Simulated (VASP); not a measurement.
# HgSe (F-43m) in VASP: further runs

Runs on HgSe. Level: LDA. Tasks: single point, relaxation of cell and atoms.

Everything below comes from runs of VASP 6.6.1. Logs are shortened: lines on timing, memory, paths and dates and some standing lists are left out, and cuts for length are marked.

### Step 1. The crystal as given

It takes space group F-43m (No. 216, cubic). Conventional cell: a = 6.063 Å, b = 6.063 Å, c = 6.063 Å, α = 90.00°, β = 90.00°, γ = 90.00°. Hg (site symmetry -43m) has 4 Se at 2.63 Å as nearest neighbours. Se (site symmetry -43m) has 4 Hg at 2.63 Å as nearest neighbours.

The cell was built by a generator and needn't be a form met in nature.

### Step 2. Single point, LDA

Contents of INCAR:

```
SYSTEM = HgSe
PREC = Accurate ; ENCUT = 520
EDIFF = 1E-6 ; ISMEAR = 0
SIGMA = 0.01 ; LREAL = .FALSE.
LASPH = .TRUE. ; NELM = 100
ALGO = Normal ; ISIF = 2
LWAVE = .FALSE. ; LCHARG = .TRUE.
LELF = .TRUE. ; LVHAR = .TRUE.
NBANDS = 16
```

Contents of KPOINTS:

```
regular mesh
0
G
  10 10 10
  0 0 0
```

Contents of POSCAR:

```
HgSe
1.0
    0.0000000000      3.0316354256      3.0316354256
    3.0316354256      0.0000000000      3.0316354256
    3.0316354256      3.0316354256      0.0000000000
Hg Se
1 1
Direct
    0.0000000000      0.0000000000      0.0000000000
    0.2500000000      0.2500000000      0.2500000000
```

Potentials or basis: VASP PAW LDA potentials, release 64 (Hg, Se).

Started as:

```console
cat potpaw_LDA.64/Hg/POTCAR potpaw_LDA.64/Se/POTCAR > POTCAR
mpirun -np 1 vasp_std > vasp.out
```

OUTCAR:

```text
SYSTEM = HgSe
   PREC = Accurate
   ENCUT = 520
   EDIFF = 1E-6
   ISMEAR = 0
   LREAL = .FALSE.
   LASPH = .TRUE.
   NELM = 100
   ISIF = 2

 ion  position               nearest neighbor table
   1  0.000  0.000  0.000-   2 2.63   2 2.63   2 2.63   2 2.63
   2  0.250  0.250  0.250-   1 2.63   1 2.63   1 2.63   1 2.63

  LATTYP: Found a face centered cubic cell.
 ALAT       =     6.0632708512

  Lattice vectors:

 A1 = (   0.0000000000,   3.0316354256,   3.0316354256)
 A2 = (   3.0316354256,   0.0000000000,   3.0316354256)
 A3 = (   3.0316354256,   3.0316354256,   0.0000000000)

Analysis of symmetry for initial positions (statically):
=====================================================================
 Subroutine PRICEL returns:
 Original cell was already a primitive cell.

 Routine SETGRP: Setting up the symmetry group for a
 face centered cubic supercell.

 Subroutine GETGRP returns: Found 24 space group operations
 (whereof 24 operations were pure point group operations)
 out of a pool of 48 trial point group operations.

The static configuration has the point symmetry T_d .

Analysis of symmetry for dynamics (positions and initial velocities):
=====================================================================
 Subroutine PRICEL returns:
 Original cell was already a primitive cell.

 Routine SETGRP: Setting up the symmetry group for a
 face centered cubic supercell.

 Subroutine GETGRP returns: Found 24 space group operations
 (whereof 24 operations were pure point group operations)
 out of a pool of 48 trial point group operations.

The dynamic configuration has the point symmetry T_d .

 Subroutine INISYM returns: Found 24 space group operations
 (whereof 24 operations are pure point group operations),
 and found     1 'primitive' translations

----------------------------------------------------------------------------------------

                                     Primitive cell

  volume of cell :      55.7264

  direct lattice vectors                    reciprocal lattice vectors
     0.000000000  3.031635426  3.031635426    -0.164927483  0.164927483  0.164927483
     3.031635426  0.000000000  3.031635426     0.164927483 -0.164927483  0.164927483
     3.031635426  3.031635426  0.000000000     0.164927483  0.164927483 -0.164927483

  length of vectors
     4.287379935  4.287379935  4.287379935     0.285662780  0.285662780  0.285662780

  position of ions in fractional coordinates (direct lattice)
     0.000000000  0.000000000  0.000000000
     0.250000000  0.250000000  0.250000000

  ion indices of the primitive-cell ions
   primitive index   ion index
                 1           1
                 2           2

----------------------------------------------------------------------------------------

 KPOINTS: regular mesh

Automatic generation of k-mesh.
 Grid dimensions read from file:
 generate k-points for:   10   10   10

 Generating k-lattice:

  Cartesian coordinates                     Fractional coordinates (reciprocal lattice)
    -0.016492748  0.016492748  0.016492748     0.100000000  0.000000000  0.000000000
     0.016492748 -0.016492748  0.016492748     0.000000000  0.100000000  0.000000000
     0.016492748  0.016492748 -0.016492748     0.000000000  0.000000000  0.100000000

  Length of vectors
     0.028566278  0.028566278  0.028566278

  Shift w.r.t. Gamma in fractional coordinates (k-lattice)
     0.000000000  0.000000000  0.000000000

 Subroutine IBZKPT returns following result:
 ===========================================

 Found     47 irreducible k-points:

 Following reciprocal coordinates:
            Coordinates               Weight
  0.000000  0.000000  0.000000      1.000000
  0.100000  0.000000  0.000000      8.000000
  0.200000  0.000000  0.000000      8.000000
  0.300000  0.000000  0.000000      8.000000
  0.400000  0.000000  0.000000      8.000000
  0.500000  0.000000  0.000000      4.000000
[... 16 lines left out ...]
  0.300000  0.300000  0.000000      6.000000
  0.400000  0.300000  0.000000     24.000000
 [... further k-points ...]
   k-points           NKPTS =     47   k-points in BZ     NKDIM =     47   number of bands    NBANDS=     16
   number of dos      NEDOS =    301   number of ions     NIONS =      2
   total plane-waves  NPLWV =  32768
   dimension x,y,z NGX =    32 NGY =   32 NGZ =   32
   dimension x,y,z NGXF=    64 NGYF=   64 NGZF=   64
   ions per type =               1   1
   NGX,Y,Z   is equivalent  to a cutoff of  12.41, 12.41, 12.41 a.u.
   NGXF,Y,Z  is equivalent  to a cutoff of  24.82, 24.82, 24.82 a.u.
 SYSTEM =  HgSe
   PREC   = accura    normal or accurate (medium, high low for compatibility)
   ISTART =      0    job   : 0-new  1-cont  2-samecut
   ICHARG =      2    charge: 1-file 2-atom 10-const
   ISPIN  =      1    spin polarized calculation?
   LNONCOLLINEAR =      F non collinear calculations
   LSORBIT =      F    spin-orbit coupling
   LASPH  =      T    aspherical Exc in radial PAW
   ENCUT  =  520.0 eV  38.22 Ry    6.18 a.u.   7.97  7.97  7.97*2*pi/ulx,y,z
   NELM   =    100;   NELMIN=  2; NELMDL= -5     # of ELM steps
   EDIFF  = 0.1E-05   stopping-criterion for ELM
   LREAL  =      F    real-space projection
   EDIFFG = 0.1E-04   stopping-criterion for IOM
   NSW    =      0    number of steps for IOM
   IBRION =     -1    ionic relax: 0-MD 1-quasi-New 2-CG
   NFREE  =      0    steps in history (QN), initial steepest desc. (CG)
   ISIF   =      2    stress and relaxation
   ISYM   =      2    0-nonsym 1-usesym 2-fastsym
   POTIM  = 0.5000    time-step for ionic-motion
   TEBEG  =    0.0;   TEEND  =   0.0 temperature during run
   PSTRESS=    0.0 pullay stress
   NELECT =      18.0000    total number of electrons
   NUPDOWN=      -1.0000    fix difference up-down
   EMIN   =  10.00;   EMAX   =-10.00  energy-range for DOS
   EFERMI =   0.00;   METHOD = LEGACY
   ISMEAR =     0;   SIGMA  =   0.01  broadening in eV -4-tet -1-fermi 0-gaus
   EFERMI_NEDOS =   21; number of points for ismear=-14 and -15
   IALGO  =     38    algorithm
   IMIX   =      4    mixing-type and parameters
     AMIX     =   0.40;   BMIX     =  1.00
     AMIX_MAG =   1.60;   BMIX_MAG =  1.00
  volume/ion in A,a.u.               =      27.86       188.03
  Fermi-wavevector in a.u.,A,eV,Ry     =   1.123256  2.122646 17.166521  1.261704
  Thomas-Fermi vector in A             =   2.259921
   LORBIT       =      0    0 simple, 1 ext, 2 COOP (PROOUT), +10 PAW based schemes
   GGA     = CA    functional components
   LHFCALC =     F    Hartree Fock is set to
   AEXX    =    0.0000 exact exchange contribution
   IVDW    =     0    specifies the selected vdW correction
   LEPSILON=     F    determine dielectric tensor
   LRPA    =     F    only Hartree local field effects (RPA)
 non-spin polarized calculation
 Gauss-broadening in eV      SIGMA  =   0.01
  energy-cutoff  :      520.00
  volume of cell :       55.73
 maximum number of plane-waves:      1524
   NGX = 15   NGY = 15   NGZ = 15

 number of electron      18.0000002 magnetization

 Free energy of the ion-electron system (eV)
  ---------------------------------------------------
  ext. energy  EPLUGINS =         0.00000000
  ---------------------------------------------------
  free energy    TOTEN  =        -5.49312704 eV

  energy without entropy =       -5.49311161  energy(sigma->0) =       -5.49311932

 E-fermi :   1.7163     XC(G=0):  -9.4821

 val. band max:        1.7132874916   @ k =   0.0000   0.0000   0.0000
 cond. band min:       2.1244546630   @ k =   0.1000   0.0000   0.0000
 fundamental gap:      0.4111671714
 Fermi energy:         1.7163330825

 k-point     1 :       0.0000    0.0000    0.0000
  band No.  band energies     occupation
      1     -11.8605      2.00000
      2      -5.5493      2.00000
      3      -5.5493      2.00000
      4      -5.5493      2.00000
      5      -4.7858      2.00000
      6      -4.7858      2.00000
[... 8 lines left out ...]
     15      13.0322      0.00000
     16      13.0322      0.00000

 k-point     2 :       0.1000    0.0000    0.0000
  band No.  band energies     occupation
      1     -11.8158      2.00000
      2      -5.5343      2.00000
      3      -5.5288      2.00000
      4      -5.5288      2.00000
      5      -4.7878      2.00000
      6      -4.7878      2.00000
[... 8 lines left out ...]
     15      12.2461      0.00000
     16      12.2461      0.00000

 k-point     3 :       0.2000    0.0000    0.0000
  band No.  band energies     occupation
      1     -11.6964      2.00000
      2      -5.4777      2.00000
      3      -5.4777      2.00000
      4      -5.4628      2.00000
      5      -4.7879      2.00000
      6      -4.7879      2.00000
[... 8 lines left out ...]
     15      11.7730      0.00000
     16      11.7730      0.00000

 k-point     4 :       0.3000    0.0000    0.0000
  band No.  band energies     occupation
      1     -11.5437      2.00000
      2      -5.4222      2.00000
      3      -5.4222      2.00000
      4      -5.2702      2.00000
      5      -4.7749      2.00000
      6      -4.7749      2.00000
[... 8 lines left out ...]
     15      11.9559      0.00000
     16      11.9559      0.00000

 k-point     5 :       0.4000    0.0000    0.0000
  band No.  band energies     occupation
      1     -11.4159      2.00000
      2      -5.3859      2.00000
      3      -5.3859      2.00000
      4      -4.8911      2.00000
      5      -4.7506      2.00000
      6      -4.7506      2.00000
[... 8 lines left out ...]
     15      12.7555      0.00000
     16      12.7555      0.00000

 k-point     6 :       0.5000    0.0000    0.0000
  band No.  band energies     occupation
      1     -11.3661      2.00000
      2      -5.3745      2.00000
      3      -5.3745      2.00000
      4      -4.7376      2.00000
      5      -4.7376      2.00000
      6      -4.4593      2.00000
[... 8 lines left out ...]
     15      13.4816      0.00000
     16      13.4816      0.00000

 k-point     7 :       0.1000    0.1000    0.0000
  band No.  band energies     occupation
      1     -11.8009      2.00000
      2      -5.5529      2.00000
      3      -5.5099      2.00000
      4      -5.5099      2.00000
      5      -4.8029      2.00000
      6      -4.7748      2.00000
[... 8 lines left out ...]
     15      11.3734      0.00000
     16      13.0615      0.00000

 k-point     8 :       0.2000    0.1000    0.0000
  band No.  band energies     occupation
      1     -11.7063      2.00000
      2      -5.5282      2.00000
      3      -5.4575      2.00000
      4      -5.4522      2.00000
      5      -4.8155      2.00000
      6      -4.7649      2.00000
[... 8 lines left out ...]
     15      11.9941      0.00000
     16      12.6240      0.00000

 k-point     9 :       0.3000    0.1000    0.0000
  band No.  band energies     occupation
      1     -11.5643      2.00000
      2      -5.4559      2.00000
      3      -5.3974      2.00000
      4      -5.3284      2.00000
      5      -4.8084      2.00000
      6      -4.7514      2.00000
[... 8 lines left out ...]
     15      11.9774      0.00000
     16      12.5773      0.00000
[... 172 lines left out ...]
 k-point    19 :       0.5000    0.2000    0.0000
  band No.  band energies     occupation
      1     -11.3110      2.00000
      2      -5.3565      2.00000
      3      -5.2588      2.00000
      4      -4.9416      2.00000
      5      -4.7257      2.00000
      6      -4.5307      2.00000
[... 8 lines left out ...]
     15      13.3803      0.00000
     16      13.6810      0.00000

 k-point    20 :      -0.4000    0.2000    0.0000
  band No.  band energies     occupation
      1     -11.3006      2.00000
      2      -5.3417      2.00000
      3      -5.2749      2.00000
      4      -4.8324      2.00000
      5      -4.7610      2.00000
      6      -4.4714      2.00000
[... 8 lines left out ...]
     15      12.5642      0.00000
     16      13.2738      0.00000

 k-point    21 :      -0.3000    0.2000    0.0000
  band No.  band energies     occupation
      1     -11.3703      2.00000
      2      -5.3458      2.00000
      3      -5.3219      2.00000
      4      -4.9904      2.00000
      5      -4.8017      2.00000
      6      -4.6865      2.00000
[... 8 lines left out ...]
     15      12.4595      0.00000
     16      13.6283      0.00000

 k-point    22 :      -0.2000    0.2000    0.0000
  band No.  band energies     occupation
      1     -11.4912      2.00000
      2      -5.3896      2.00000
      3      -5.3788      2.00000
      4      -5.2535      2.00000
      5      -4.8193      2.00000
      6      -4.7265      2.00000
[... 8 lines left out ...]
     15      12.7044      0.00000
     16      13.3312      0.00000

 k-point    23 :       0.3000    0.3000    0.0000
  band No.  band energies     occupation
      1     -11.4372      2.00000
      2      -5.4879      2.00000
      3      -5.2417      2.00000
      4      -5.2417      2.00000
      5      -4.8286      2.00000
      6      -4.7099      2.00000
[... 8 lines left out ...]
     15      13.2687      0.00000
     16      14.9106      0.00000

 k-point    24 :       0.4000    0.3000    0.0000
  band No.  band energies     occupation
      1     -11.3358      2.00000
      2      -5.4241      2.00000
      3      -5.1747      2.00000
      4      -5.1542      2.00000
      5      -4.7360      2.00000
      6      -4.6977      2.00000
[... 8 lines left out ...]
     15      13.5173      0.00000
     16      15.0753      0.00000

 [... further k-points ...]

------------------------ aborting loop because EDIFF is reached ----------------------------------------

  FORCE on cell =-STRESS in cart. coord.  units (eV):
  Direction    XX          YY          ZZ          XY          YZ          ZX
  --------------------------------------------------------------------------------------
  -------------------------------------------------------------------------------------
  Total        0.1724797      0.1724797      0.1724797      0.0000000     -0.0000000      0.0000000
  in kB        4.9589276      4.9589276      4.9589276      0.0000000     -0.0000000      0.0000000
  external PRESSURE =       4.9589276 kB  Pullay stress =       0.0000000 kB

 VOLUME and BASIS-vectors are now :
 -----------------------------------------------------------------------------
  energy-cutoff  :      520.00
  volume of cell :       55.73
      direct lattice vectors                 reciprocal lattice vectors
     0.000000000  3.031635426  3.031635426    -0.164927483  0.164927483  0.164927483
     3.031635426  0.000000000  3.031635426     0.164927483 -0.164927483  0.164927483
     3.031635426  3.031635426  0.000000000     0.164927483  0.164927483 -0.164927483

 POSITION                                       TOTAL-FORCE (eV/Angst)
 -----------------------------------------------------------------------------------
      0.00000      0.00000      0.00000        -0.000000     -0.000000     -0.000000
      1.51582      1.51582      1.51582         0.000000      0.000000      0.000000
 -----------------------------------------------------------------------------------
    total drift:                               -0.000000     -0.000000     -0.000000

  FREE ENERGIE OF THE ION-ELECTRON SYSTEM (eV)
  ---------------------------------------------------
  free  energy   TOTEN  =        -5.4931270376 eV

  energy  without entropy=       -5.4931116114  energy(sigma->0) =       -5.49311932
```

It took 13 s on 1 thread of Intel Xeon 6975P-C (Granite Rapids), shared host; peak memory 0.17 GiB.

What came out:

```yaml
Free_energy: -5.4931 eV
Pressure: 0.5 GPa
Band_gap_on_the_k_mesh: none (metal or under the smearing width)
```

Spin-orbit coupling is left out, which matters for the levels of Hg.

### Step 3. Relaxation of cell and atoms, LDA

This run uses another cell than the first one, of 28.16 Å³/atom, 1.011 times its volume.

Contents of INCAR:

```
SYSTEM = HgSe
PREC = Accurate
ENCUT = 600
EDIFF = 1E-6
ISMEAR = 0
SIGMA = 0.01
LREAL = .False.
LASPH = .True.
NELM = 100
ALGO = Normal
ISIF = 3
LWAVE = .False.
LCHARG = .False.
IBRION = 2
NSW = 80
EDIFFG = -0.005
```

Contents of KPOINTS:

```
Automatic mesh
0
Gamma
  10 10 10
  0 0 0
```

Contents of POSCAR:

```
HgSe
1.0
    0.0000000000      3.0425000000      3.0425000000
    3.0425000000      0.0000000000      3.0425000000
    3.0425000000      3.0425000000      0.0000000000
Hg Se
1 1
Direct
    0.0000000000      0.0000000000      0.0000000000
    0.2500000000      0.2500000000      0.2500000000
```

Potentials or basis: VASP PAW LDA potentials, release 64 (Hg, Se).

Started as:

```console
cat potpaw_LDA.64/Hg/POTCAR potpaw_LDA.64/Se/POTCAR > POTCAR
mpirun -np 1 vasp_std > vasp.out
```

Run time: 33 s. Hardware: 1 thread of Intel Xeon 6975P-C (Granite Rapids), shared host; peak memory 0.2 GiB.

It converged, with:

```yaml
Free_energy: -5.4941 eV
Relaxed_volume: 28.12 Å³/atom
Relaxed_cell: a = 4.301 Å, b = 4.301 Å, c = 4.301 Å, α = 60.00°, β = 60.00°, γ = 60.00°
Space_group_after_relaxing_to_0.05_Å: F-43m (No. 216)
Energy_gained_by_relaxing: 0.0 meV/atom
Ionic_steps: 3
Pressure_after_relaxing: 0.0 GPa
Band_gap_on_the_k_mesh: none (metal or under the smearing width)
```

Final structure:
```
Hg Se
1.0
     0.00000    3.04100    3.04100
     3.04100    0.00000    3.04100
     3.04100    3.04100    0.00000
Hg Se
1 1
Cartesian
  0.0000 0.0000 0.0000
  1.5205 1.5205 1.5205
```

Levels at points of the mesh, in eV from the Fermi level:
```csv
k point,band 5,band 6,band 7,band 8,band 9,band 10,band 11,band 12,band 13
"(0.00, 0.00, 0.00)",-6.46,-6.46,-1.11,0.00,0.00,0.00,5.38,5.38,5.38
"(0.50, 0.00, 0.00)",-6.41,-6.14,-5.59,-0.99,-0.99,0.98,6.14,6.14,6.79
"(0.50, 0.50, 0.00)",-6.35,-6.10,-5.15,-2.33,-2.33,2.69,2.79,8.24,9.70
```
